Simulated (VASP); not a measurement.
Write the native input for VASP 6.6.1 that does the following.

| Property | Result |
| --- | --- |
| Task | band structure |
| Functional | RPBE |
| Potentials or basis | VASP PAW PBE potentials, release 64 (Ta_pv, N) |
| Cutoff | 520 eV |
| k mesh | 7 × 7 × 3 |
| Occupations | fermi-dirac, width 0.05 eV |
| Spin | no spin polarisation |
| Further INCAR settings | ALGO = Fast; EDIFF = 1e-06; NBANDS = 27 |

Crystal: Ta3N.

```xyz
4
Lattice="3.0322 0.0000 0.0000 -1.5161 2.6260 0.0000 0.0000 0.0000 7.5241" Properties=species:S:1:pos:R:3 pbc="T T T"
Ta    1.5161    0.8753    6.2155
Ta    0.0000    1.7507    1.3087
Ta    0.0000    0.0000    3.7621
N     0.0000    0.0000    0.0000
```

The cell comes from a database or a generator and needn't be the stable form of this composition.

The input as run:

POSCAR

```
Ta3N
1.0
    3.0322239879      0.0000000000      0.0000000000
   -1.5161119940      2.6259830035      0.0000000000
    0.0000000000      0.0000000000      7.5241370000
Ta N
3 1
Direct
    0.6666666667      0.3333333333      0.8260700000
    0.3333333333      0.6666666667      0.1739300000
    0.0000000000      0.0000000000      0.5000000000
    0.0000000000      0.0000000000      0.0000000000
```

INCAR.step1

```
SYSTEM = Ta3N
PREC = Accurate ; ENCUT = 520
EDIFF = 1E-6 ; ISMEAR = -1
SIGMA = 0.05 ; LREAL = .False.
LASPH = .True. ; NELM = 100
ALGO = Fast ; ISIF = 2
LWAVE = .False. ; LCHARG = .True.
LMAXMIX = 4 ; GGA = RP
NBANDS = 27
```

KPOINTS.step1

```
Automatic mesh
0
Gamma
  7 7 3
  0 0 0
```

INCAR.step2

```
SYSTEM = Ta3N
PREC = Accurate ; ENCUT = 520
EDIFF = 1E-6 ; ISMEAR = 0
SIGMA = 0.05 ; LREAL = .False.
LASPH = .True. ; NELM = 100
ALGO = Fast ; ISIF = 2
LWAVE = .False. ; LCHARG = .False.
LMAXMIX = 4 ; GGA = RP
NBANDS = 27 ; ICHARG = 11
```

KPOINTS.step2

```
path GMKGALHA,LM,KH
20
line-mode
reciprocal
 0.0000000000  0.0000000000  0.0000000000  G
 0.5000000000  0.0000000000  0.0000000000  M

 0.5000000000  0.0000000000  0.0000000000  M
 0.3333333333  0.3333333333  0.0000000000  K

 0.3333333333  0.3333333333  0.0000000000  K
 0.0000000000  0.0000000000  0.0000000000  G

 0.0000000000  0.0000000000  0.0000000000  G
 0.0000000000  0.0000000000  0.5000000000  A

 0.0000000000  0.0000000000  0.5000000000  A
 0.5000000000  0.0000000000  0.5000000000  L

 0.5000000000  0.0000000000  0.5000000000  L
 0.3333333333  0.3333333333  0.5000000000  H

 0.3333333333  0.3333333333  0.5000000000  H
 0.0000000000  0.0000000000  0.5000000000  A

 0.5000000000  0.0000000000  0.5000000000  L
 0.5000000000  0.0000000000  0.0000000000  M

 0.3333333333  0.3333333333  0.0000000000  K
 0.3333333333  0.3333333333  0.5000000000  H
```

Potentials or basis: VASP PAW PBE potentials, release 64 (Ta_pv, N).

The run is started by

```bash
$ cat potpaw_PBE.64/Ta_pv/POTCAR potpaw_PBE.64/N/POTCAR > POTCAR
$ cp INCAR.step1 INCAR
$ cp KPOINTS.step1 KPOINTS
$ mpirun -np 1 vasp_std > vasp.out
$ cp INCAR.step2 INCAR
$ cp KPOINTS.step2 KPOINTS
$ mpirun -np 1 vasp_std > vasp.out
```

It gave:

```yaml
Band_gap_along_the_path: none (metal or under the smearing width)
```

Caveat: the log is that of the step along the path at fixed density, whose energy, stress, charges and moments have no meaning; spin-orbit coupling is left out, which moves the levels of the heavy elements.

Wall time 3.5 min on 1 thread of Intel(R) Xeon(R) Platinum 8375C CPU @ 2.90GHz (Ice Lake), with other jobs on the host, peak memory 0.34 GiB.
